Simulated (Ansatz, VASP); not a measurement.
CdSe in VASP and in Ansatz

```
Cd Se
1.0
     4.51342    0.00000    0.00000
    -2.25671    3.90874    0.00000
     0.00000    0.00000    7.19058
Cd Se
2 2
Direct
  0.66667 0.33333 0.00000
  0.33333 0.66667 0.50000
  0.66667 0.33333 0.37500
  0.33333 0.66667 0.87500
```

Change from the starting cell: strain +0.050 along x and y, +0.025 along z, atoms carried along.

Alike in both runs: task single point; functional r2SCAN; k mesh 6 × 6 × 4; occupations gaussian, width 0.05 eV; no spin polarisation.

|  | VASP | Ansatz |
| --- | --- | --- |
| version | VASP 6.6.1 | Ansatz 0.2.0 |
| potentials or method | VASP PAW PBE potentials, release 64 (Cd, Se) | scalar-relativistic, plane waves, PAW |
| plane-wave cutoff (eV) | 520 | 500 |
| valence electrons in the cell | 36 | 72 |

Ansatz gave:

| Quantity | Value |
| --- | --- |
| gap on the k mesh at the Fermi level (eV) | 0.89 |
| least direct gap on the mesh (eV) | 0.89 |
| pressure (GPa) | -3.8 |
| largest component of the traceless stress (GPa) | 1.00 |
| rms of the force components (eV/Å) | 0.070 |

**Question.** What did VASP give for the same quantities?

**Answer.** gap on the k mesh at the Fermi level (eV): 0.88; least direct gap on the mesh (eV): 0.88; pressure (GPa): -3.7; largest component of the traceless stress (GPa): 1.02; rms of the force components (eV/Å): 0.072.

Atom by atom the forces differ by 0.002 eV/Å (rms over components). The two sets of potentials don't hold the same shells in valence.

Caveats: the PAW data sets were made with another functional, which shifts forces and pressure a little (VASP); the cell's inner coordinates are idealised or old, which leaves forces on the atoms.
